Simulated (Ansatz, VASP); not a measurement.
# One calculation of Ir, two programs

```
CELL_PARAMETERS angstrom
2.74781 0.00000 0.00000
-1.37391 2.37967 0.00000
0.00000 0.00000 4.45296
ATOMIC_POSITIONS crystal
Ir 0.66667 0.33333 0.75000
Ir 0.33333 0.66667 0.25000
```

Alike in both runs: functional PBE; k mesh 18 × 18 × 10; occupations gaussian, width 0.1 eV; no spin polarisation.

Ansatz relaxed the structure, and its values are those at the end. VASP's run is a single point on that final structure, the one shown.

|  | VASP | Ansatz |
| --- | --- | --- |
| version | VASP 6.6.1 | Ansatz 0.2.0 |
| potentials or method | VASP PAW PBE potentials, release 64 (Ir) | scalar-relativistic, plane waves, PAW |
| plane-wave cutoff (eV) | 520 | 420 |
| valence electrons in the cell | 18 | 34 |

VASP gave:

- gap on the k mesh at the Fermi level (eV): none
- pressure (GPa): 0.6

Which values does Ansatz return?

gap on the k mesh at the Fermi level (eV): none; pressure (GPa): 0.0.

A gap of «none» marks a metal or a gap that the smearing closes. With one functional, cell and mesh, what is left measures potentials, basis and numerics. The two sets of potentials don't hold the same shells in valence.

Spin-orbit coupling is left out, which matters for the levels of Ir.
